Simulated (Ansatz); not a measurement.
Nb: equation of state with LDA+U

**What was measured.**

“Pressure effects on the electronic structure and superconductivity of (TaNb)0.67(HfZrTi)0.33 high entropy alloy”, 2019, arxiv:1910.08312 quotes, for a bulk crystal of Nb: bulk modulus 169 GPa.

Crystal: Nb.

```xyz
1
Lattice="-1.6640 1.6640 1.6640 1.6640 -1.6640 1.6640 1.6640 1.6640 -1.6640" Properties=species:S:1:pos:R:3 pbc="T T T"
Nb    0.0000    0.0000    0.0000
```

- Program: Ansatz 0.2.0
- Task: equation of state
- Functional: LDA
- Potentials or basis: all-electron LAPW, scalar-relativistic
- Basis error allowed: 0.0005 eV/atom
- k mesh: 11 × 11 × 11
- Occupations: methfessel-paxton, width 0.01 eV
- Spin: no spin polarisation
- Hubbard terms: Nb d U = 4 eV

```json
{
 "Equilibrium volume": "17.43 Å³/atom",
 "Bulk modulus": "183 GPa",
 "Pressure derivative of the bulk modulus": "3.1 (rough: it moves with the points fitted)"
}
```

Energy against volume, from the lowest point:
```csv
volume (Å³/atom),energy (meV/atom)
17.322,0.00
17.691,1.84
18.060,11.80
18.428,29.49
18.797,54.36
19.165,85.64
19.534,122.66
```

All runs of the series together: 36 s on 1 thread of Intel(R) Xeon(R) Platinum 8488C (Sapphire Rapids), on a shared host.

Measured bulk modulus of Nb: 169 GPa (quoted in “Pressure effects on the electronic structure and superconductivity of (TaNb)0.67(HfZrTi)0.33 high entropy alloy”, 2019, arxiv:1910.08312). This calculation gives 183 GPa (+8.1 %). The fit is for a static lattice scaled at fixed shape and fixed fractional positions.

Caveat: U is the effective U less J, on atomic orbitals that reach past the spheres; the U is typed as a test and isn't derived for this compound. LDA usually gives volumes a few per cent too small.
